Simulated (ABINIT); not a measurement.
ZnS, 2 atoms in the cell. The structure is cubic, space group F-43m (No. 216). Conventional cell: a = 5.404 Å, b = 5.404 Å, c = 5.404 Å, α = 90.00°, β = 90.00°, γ = 90.00°. Zn (site symmetry -43m) has 4 S at 2.34 Å as nearest neighbours. Around S (site symmetry -43m) lie 4 Zn at 2.34 Å. 

```yaml
Program: ABINIT 10.8.3 (patched build)
Task: equation of state
Functional: PBE
Potentials_or_basis: PseudoDojo NC SR PBE v0.4 stringent
Cutoff: 1143 eV
k_mesh: 9 × 9 × 9
Occupations: fermi-dirac, width 0.05 eV
Spin: no spin polarisation
```

Potentials or basis: PseudoDojo NC SR PBE v0.4 stringent.

Run with:

```sh
$ abinit run.abi > log 2>&1
```

Hardware: 1 thread of Arm Neoverse V1 (shared host).

Estimate the wall time of this run.

It took 9 min on 1 thread of Arm Neoverse V1, with other jobs on the host, peak memory 0.13 GiB. Counts: scf iterations 73, mpi ranks 1, k points 35, bands 17, plane waves 3278.
